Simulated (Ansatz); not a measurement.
**WS$_{2}$: a film clamped to a substrate**

Method: DFT PBEsol, scalar-relativistic, plane waves, PAW (Ansatz). The runs took a 420 eV cutoff, a Γ-centred 12×12×12 mesh and Gaussian smearing (0.05 eV). Spin–orbit coupling is left out, which can shift energies with elements as heavy as these. No spin polarisation. Energies are free energies at this smearing, counted from the undisturbed cell; pressure is positive in compression.

Zero of the scan (relaxed at this level; this form isn't the usual structure):

```
CELL_PARAMETERS angstrom
1.57380 0.90864 6.37046
-1.57380 0.90864 6.37046
0.00000 -1.81727 6.37046
ATOMIC_POSITIONS crystal
W 0.99933 0.99933 0.99933
S 0.74796 0.74796 0.74796
S 0.58401 0.58401 0.58401
```

The cell holds layers and no dispersion correction was added, so their binding is poorly described.

The cell (3 atoms, V0 = 54.66 Å³) is strained by p along both x and y and by q along z, fractional coordinates fixed. τp = (1/V0) ∂E/∂p = (σxx + σyy)(1 + p)(1 + q) and τq = (1/V0) ∂E/∂q = σzz(1 + p)², with tension positive.

| p | q | ΔE (meV/atom) | τp (GPa) | τq (GPa) |
| --- | --- | --- | --- | --- |
| 0.000 | 0.000 | 0.00 | 0.04 | -0.01 |
| -0.015 | 0.000 | 9.76 | -11.71 | -3.48 |
| 0.015 | 0.000 | 9.20 | 10.54 | 3.11 |
| 0.000 | -0.015 | 3.92 | -3.38 | -4.64 |
| 0.000 | 0.015 | 3.73 | 3.21 | 4.33 |

Get the second derivatives of the energy density.

Central differences give A = ∂τp/∂p = 742 GPa (C11 + C22 + 2 C12), C = ∂τq/∂q = 299 GPa (C33) and the cross term B = ∂τq/∂p = 220 GPa (C13 + C23); ∂τp/∂q = 220 GPa must equal B, and any difference shows higher-order terms. The ions are clamped.

A film of this crystal grows with z along the normal on a substrate that imposes p. How does its thickness respond, and what does the misfit cost?

Count p and q from the stress-free cell. A free surface needs τq = 0, so q = −(B/C) p = -0.74 p. The energy density left is (A − B²/C) p²/2 = M p², with the biaxial modulus M = 290 GPa; a misfit of 1 % costs 3.30 meV/atom, against 4.22 meV/atom if the thickness were held.

At p = 0.030 the energies along q are 29.4 (q = -0.030), 28.7 (q = -0.015), 35.3 (q = 0.000), 48.7 (q = 0.015), 68.6 (q = 0.030) meV/atom.

Does the linear rule hold at this misfit?

A parabola through the lowest point and its neighbours has its minimum at q = -0.021, 28.1 meV/atom. With the stress left in the starting cell, τp0 and τq0, linear elasticity gives q = −(τq0 + Bp)/C = -0.022 and E = V0(τp0 p + τq0 q + Ap²/2 + Bpq + Cq²/2)/N = 29.9 meV/atom. The two agree within a tenth in energy.

Forces appear on the atoms along this scan, and letting them relax would lower the energy and soften the response.

Cost: 25 runs of about 5.3 core-minutes in all, on Intel Xeon 6975P-C (Granite Rapids) (shared hosts).

The value of 299 GPa for C33 is far too high for a layered disulfide, where stretching along the normal should mostly open the weakly bound gap between sulfur planes. With fixed fractional coordinates, the strain is instead shared uniformly, so the stiff, polar-covalent W–S bonds inside each layer must lengthen along with the gap. The constant therefore mainly measures intralayer bonding, not cohesion between layers.

The same constraint shapes the large cross term. In-plane tension stretches the W–S bonds, and a uniform contraction along z partly restores their length, which gives the thickness response of -0.74 p. In a real film, the sulfur planes would probably move towards the tungsten plane while the gap adjusted separately, so this ratio shouldn't be read as a prediction of measured film thickness. The slightly lower energy at 3 % tension than linear elasticity gives fits the usual anharmonic softening of stretched bonds. The near agreement supports the linear rule for this constrained deformation, not for the relaxed crystal.
